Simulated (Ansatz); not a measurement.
# In4P5: the cost of one run

Method: DFT PBE, scalar-relativistic, plane waves, PAW, in Ansatz 0.2.0.

The COD entry's cell or inner coordinates are ideal or old and differ from later refinements, so a difference from it is no clean test against experiment.

## 1. The structure to begin with

Symmetry: F-43m, No. 216, cubic system. Conventional cell: a = 5.960 Å, b = 5.960 Å, c = 5.960 Å, α = 90.00°, β = 90.00°, γ = 90.00°. In (site symmetry -43m) is surrounded by 4 P at 2.58 Å. P (site symmetry -43m) has 4 In at 2.58 Å in its first shell of neighbours.

Coordinates:

```
In P
1.0
     0.00000    2.98003    2.98003
     2.98003    0.00000    2.98003
     2.98003    2.98003    0.00000
In P
1 1
Direct
  0.00000 0.00000 0.00000
  0.75000 0.75000 0.75000
```

It is the result of an earlier relaxation at this level (volume 26.46 Å³/atom; gap on the mesh: 0.44 eV).

## 2. The (100) slab

Planes are indexed in the bulk's conventional cell (F-43m (No. 216)), a = 5.960 Å, b = 5.960 Å, c = 5.960 Å, α = 90.00°, β = 90.00°, γ = 90.00°.

Cut from the relaxed bulk: a (100) slab, 11.9 Å thick as cut, with 15 Å of vacuum; its outer planes are P (top) and P (bottom).

The slab as cut. Layers, bottom to top:

```tsv
plane	atoms per cell	height over the lowest (Å)
1	P	0.00
2	In	1.49
3	P	2.98
4	In	4.47
5	P	5.96
6	In	7.45
7	P	8.94
8	In	10.43
9	P	11.92
```

## 3. Single point on the unrelaxed (100) slab

The cell repeats along c, and a dipole correction in the vacuum removes the field between the copies.

The input, input.yaml:

```yaml
crystal:
  lattice:
    - [4.2144047934, 0.0, 0.0]
    - [0.0, 4.2144047934, 0.0]
    - [0.0, 0.0, 26.9201368324]
  atoms:
    - { symbol: P, position: [0.0, 0.5, 0.2786018528] }
    - { symbol: In, position: [0.5, 0.5, 0.3339513896] }
    - { symbol: P, position: [0.5, 0.0, 0.3893009264] }
    - { symbol: In, position: [0.0, 0.0, 0.4446504632] }
    - { symbol: P, position: [0.0, 0.5, 0.5] }
    - { symbol: In, position: [0.5, 0.5, 0.5553495368] }
    - { symbol: P, position: [0.5, 0.0, 0.6106990736] }
    - { symbol: In, position: [0.0, 0.0, 0.6660486104] }
    - { symbol: P, position: [0.0, 0.5, 0.7213981472] }
basis:
  ecutwfc: 420
kpoints:
  mp_grid: { grid: [8, 8, 1] }
hamiltonian:
  xc: pbe
scf:
  occupations: { method: gaussian, width: 0.05 }
output:
  forces: true
  stress: true
  eigenvalues: true
  write_density: true
  write_potential: true
  elf: true
  volumetric_format: npy
efield:
  axis: 3
  dipole_correction: true
  ramp_width: 0.04
```

Started as:

```bash
$ ansatz run input.yaml --threads 1 --pin off --max-ram 2560MiB --backend cpu --events-out ev --progress --plain --runs-dir out
```

What time and memory should one allow on 1 thread of Intel Xeon at 2.70GHz, shared host?

About 78 s, with a peak of 0.78 GiB.
